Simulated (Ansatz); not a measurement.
# Fe2Ge (P6_3/mmc): equation of state

Aim: the bulk modulus of Fe2Ge (P6_3/mmc) from energies at several volumes around the relaxed one, with shape and atoms relaxed at each.

Program: Ansatz 0.2.0. Level of theory: DFT r²SCAN, scalar-relativistic, plane waves, PAW. These are calculated values, not measurements.

**1. The structure to begin with**

It takes space group P6_3/mmc (No. 194, hexagonal). Conventional cell: a = 4.150 Å, b = 4.150 Å, c = 4.997 Å, α = 90.00°, β = 90.00°, γ = 120.00°. Fe (site symmetry -3m) has 8 Fe at 2.50 to 2.70 Å and 6 Ge at 2.70 Å as nearest neighbours. Fe (site symmetry -6m2) has 5 Ge at 2.40 to 2.50 Å and 6 Fe at 2.70 Å as nearest neighbours. Ge (site symmetry -6m2) has 11 Fe at 2.40 to 2.70 Å as nearest neighbours.

Coordinates:

```xyz
6
Lattice="4.1500 0.0000 0.0000 -2.0750 3.5940 0.0000 0.0000 0.0000 4.9971" Properties=species:S:1:pos:R:3 pbc="T T T"
Fe    0.0000    0.0000    0.0000
Fe    0.0000    0.0000    2.4985
Fe    2.0750    1.1980    3.7478
Fe    0.0000    2.3960    1.2493
Ge    2.0750    1.1980    1.2493
Ge    0.0000    2.3960    3.7478
```

This cell comes from an earlier session at r²SCAN: 12.422 Å³/atom at -0.07 GPa, on a 12×12×8 mesh.

Volume factors to run: 0.980, 1.020, 0.960, 1.040.

**2. At 0.980 of the relaxed volume**

The input, input.yaml:

```yaml
crystal:
  lattice:
    - [4.122138142, 0.0, 0.0]
    - [-2.061069071, 3.5698763489, 0.0]
    - [0.0, 0.0, 4.9635270957]
  atoms:
    - { symbol: Fe, position: [0.0, 0.0, 0.0], spin: 3.0 }
    - { symbol: Fe, position: [0.0, 0.0, 0.5], spin: 3.0 }
    - { symbol: Fe, position: [0.6666666667, 0.3333333333, 0.75], spin: 2.51 }
    - { symbol: Fe, position: [0.3333333333, 0.6666666667, 0.25], spin: 2.51 }
    - { symbol: Ge, position: [0.6666666667, 0.3333333333, 0.25] }
    - { symbol: Ge, position: [0.3333333333, 0.6666666667, 0.75] }
basis:
  ecutwfc: 500
  ecutrho_ratio: 4
kpoints:
  mp_grid: { grid: [12, 12, 8] }
hamiltonian:
  xc: r2scan
scf:
  occupations: { method: gaussian, width: 0.05 }
output:
  forces: true
  stress: true
  eigenvalues: true
  populations: true
magnetization:
  spin_polarized: true
relax:
  f_tol: 0.01
  max_steps: 40
  cell: { stress_tol: 0.1, fix: [volume] }
```

On the command line:

```
ansatz run input.yaml --threads 4 --pin off --max-ram 10240MiB --backend cpu --events-out ev --progress --plain --runs-dir out
```

Further steps of the session: Scaling the volume by 1.020; At 0.960 of the relaxed volume; At 1.040 of the relaxed volume.

What does the calculation give? Wanted: V0; B0; scatter of the fit.

**Answer**, as computed:

```
          quantity           value
                V0  12.416 Å³/atom
                B0         160 GPa
scatter of the fit  0.007 meV/atom
```

**Reading.** A third-order Birch–Murnaghan fit puts the minimum at 12.42 Å³/atom with a bulk modulus of 160 GPa. One per cent of compression takes about 1.6 GPa. The moment on atom 1 grows from 2.69 to 2.77 μB on expansion. These are values at 0 K without zero-point motion.
